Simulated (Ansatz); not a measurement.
# Ta: a line through an energy map

One line of a two-coordinate grid on Ta (Im-3m, No. 229; 1 atom in the cell): normal strain along x is varied, at normal strain along z = 7.50 %.

Computed with Ansatz 0.2.0 (DFT PBE, scalar-relativistic, plane waves, PAW, unless a step's input says otherwise).

41 further runs of the same task are left out: 41 set aside as unsound or not needed.

### 1 The structure to begin with

It takes space group Im-3m (No. 229, cubic). The conventional cell has a = 3.319 Å, b = 3.319 Å, c = 3.319 Å, α = 90.00°, β = 90.00°, γ = 90.00°. Ta (site symmetry m-3m) is surrounded by 8 Ta at 2.87 Å.

As a file:

```cif
data_structure
_symmetry_space_group_name_H-M 'P 1'
_symmetry_Int_Tables_number 1
_cell_length_a 2.8743
_cell_length_b 2.8743
_cell_length_c 2.8743
_cell_angle_alpha 109.471
_cell_angle_beta 109.471
_cell_angle_gamma 109.471
_cell_volume 18.28
loop_
_atom_site_label
_atom_site_type_symbol
_atom_site_fract_x
_atom_site_fract_y
_atom_site_fract_z
_atom_site_occupancy
Ta1 Ta 0.00000 0.00000 0.00000 1
```

This cell was relaxed beforehand with the same method: volume 18.28 Å³/atom, gap on the mesh none (metal).

### 2 The scan

The energy is mapped over two homogeneous strains (x along [1 0 0], y along [0 1 0], z along [0 0 1] of the conventional cell).

The axes are (1) normal strain along x: 9 values from −11.00 %; (2) normal strain along z: 9 values from −15.00 %.

Nothing else is relaxed (symmetry fixes all fractional coordinates). Energies count from the relaxed crystal. Points are written as (first, second).

### 3 Grid point (−11.00 %, 7.50 %)

Contents of input.yaml:

```yaml
crystal:
  lattice:
    - [-1.4769403763, 1.6594835689, 1.7839448366]
    - [1.4769403763, -1.6594835689, 1.7839448366]
    - [1.4769403763, 1.6594835689, -1.7839448366]
  atoms:
    - { symbol: Ta, position: [0.0, 0.0, 0.0] }
basis:
  ecutwfc: 420
kpoints:
  mp_grid: { grid: [18, 18, 18] }
hamiltonian:
  xc: pbe
  pseudopotentials: { kind: paw, azcp: { folder: soft_1 } }
scf:
  occupations: { method: gaussian, width: 0.15 }
output:
  forces: true
  stress: true
  eigenvalues: true
```

Command:

```bash
$ ansatz run input.yaml --threads 1 --pin off --max-ram 2048MiB --backend cpu --events-out ev --progress --plain --runs-dir out
```

Further runs follow: the other points of the line.

**Question.** What will these runs give? Wanted: for each run, normal strain along x; energy; slope; pressure.

**Answer**, as computed:

| normal strain along x (%) | step | energy (meV/atom) | slope (meV/atom per %) | pressure (GPa) |
| --- | --- | --- | --- | --- |
| −11.00 | 3 | 119 | −25.7 | 12.0 |
| −8.25 | 4 | 67 | −12.5 | 4.4 |
| −5.50 | 5 | 46 | −3.2 | −1.8 |
| −2.75 | 6 | 48 | 4.7 | −7.2 |
| 0.00 | 7 | 72 | 12.1 | −11.7 |
| 2.75 | – | 114 | 18.5 | −15.6 |
| 5.50 | – | 173 | 23.9 | −18.9 |
| 8.25 | 8 | 244 | 28.2 | −21.7 |
| 11.00 | 9 | 327 | 31.8 | −23.9 |

Energies count from the relaxed crystal. Rows without a step come from runs not printed here or follow by symmetry. Slopes come from the forces (and the stress, where the cell changes), not from differences of energies.

Along the line the energy is lowest at −5.50 %, 46 meV/atom from the zero. Energies and slopes round the minimum, fitted together, put the minimum at −4.386 %, with a curvature of about 2.9 meV/atom per %². Divided by the reference volume, that is a stiffness of about 250 GPa for this pattern of strain. The highest point computed, at 11.00 %, lies 281 meV/atom above the lowest. This is one cut through a surface in two coordinates; the map's lowest point lies off it. Spin-orbit coupling is left out for Ta.
